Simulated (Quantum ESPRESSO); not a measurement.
Crystal: Ag.

```
Ag
1.0
     0.00000    2.04275    2.04275
     2.04275    0.00000    2.04275
     2.04275    2.04275    0.00000
Ag
1
Direct
  0.00000 0.00000 0.00000
```

Program: Quantum ESPRESSO 7.5. Alike in all runs: task single point; cell as given; k mesh 4 × 4 × 4; smearing fermi-dirac 0.05 eV; the mesh is coarse, so values aren't converged. Hardware: 2 MPI ranks on Arm Neoverse V2 (shared host).

Task: Order these runs on this cell by their wall time, lowest first.
A. level PBE; potentials or basis PseudoDojo 0.4 FR PBE standard; spin SOC, no magnetisation; cutoff (eV) 1116; SCF threshold 2e-10 Ry
B. level r2SCAN-X; potentials or basis SG15 PBE 1.2; spin off; cutoff (eV) 952; share of exact exchange 0.5; q mesh for exact exchange 4 × 4 × 4; cutoff for exact exchange 1904.8 eV; symmetry off; SCF threshold 1e-07 Ry
C. level PBE; potentials or basis SG15 PBE 1.2; spin off; cutoff (eV) 952; SCF threshold 2e-10 Ry

Result: C (1.7 s), A (4.2 s), B (540 s).

Caveats: all runs use coarse meshes.
